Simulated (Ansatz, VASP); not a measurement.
## One calculation of C, two programs

INCAR

```
PREC = Accurate
ENCUT = 520
EDIFF = 1E-6
ISMEAR = 0
SIGMA = 0.1
LREAL = F
LASPH = T
NELM = 150
ALGO = Normal
ISIF = 2
LWAVE = F
LCHARG = F
ISPIN = 2
MAGMOM = 1 1 1 1
LORBIT = 11
GGA = PE
NBANDS = 20
```

The input KPOINTS:

```
Automatic mesh
0
Gamma
  6 8 6
```

POSCAR

```
C
1.0
    2.7544920200      0.0000000000      0.0000000000
    0.0000000000      2.1271635300      0.0000000000
   -1.1382990200      0.0000000000      2.7687800900
C
4
Direct
    0.7743377800      0.1595428100      0.1612302100
    0.2256622200      0.6595428100      0.3387697900
    0.2256622200      0.8404571900      0.8387697900
    0.7743377800      0.3404571900      0.6612302100
```

Input for Ansatz:

```yaml
crystal:
  lattice:
    - [2.75449202, 0.0, 0.0]
    - [0.0, 2.12716353, 0.0]
    - [-1.13829902, 0.0, 2.76878009]
  atoms:
    - { symbol: C, position: [0.77433778, 0.15954281, 0.16123021], spin: 1.0 }
    - { symbol: C, position: [0.22566222, 0.65954281, 0.33876979], spin: 1.0 }
    - { symbol: C, position: [0.22566222, 0.84045719, 0.83876979], spin: 1.0 }
    - { symbol: C, position: [0.77433778, 0.34045719, 0.66123021], spin: 1.0 }
basis:
  ecutwfc: 420
kpoints:
  mp_grid: { grid: [6, 8, 6] }
hamiltonian:
  xc: pbe
scf:
  occupations: { method: gaussian, width: 0.1 }
  lower_state_search: "off"
output:
  forces: true
  stress: true
  eigenvalues: true
  populations: true
magnetization:
  spin_polarized: true
```

Alike in both runs: task single point; functional PBE; k mesh 6 × 8 × 6; occupations gaussian, width 0.1 eV; collinear spin.

```csv
,VASP,Ansatz
version,VASP 6.6.1,Ansatz 0.2.0
potentials or method,"VASP PAW PBE potentials, release 64 (C)","scalar-relativistic, plane waves, PAW"
plane-wave cutoff (eV),520,420
valence electrons in the cell,16,16
```

Ansatz gave:

- gap on the k mesh at the Fermi level (eV): none
- rms of the force components (eV/Å): 2.604
- net moment per atom (μB): 0.00

What did VASP give for the same quantities?

gap on the k mesh at the Fermi level (eV): none; rms of the force components (eV/Å): 2.585; net moment per atom (μB): 0.00.

Atom by atom the forces differ by 0.020 eV/Å (rms over components). A gap of «none» marks a metal or a gap that the smearing closes. Ansatz warned: «seeded_moment_not_kept».

Caveats: the k mesh is coarse (spacing up to 0.41 Å⁻¹), so the values aren't converged; forces of over 1 eV/Å show positions far from the minimum, so gaps and moduli don't describe the material at rest.
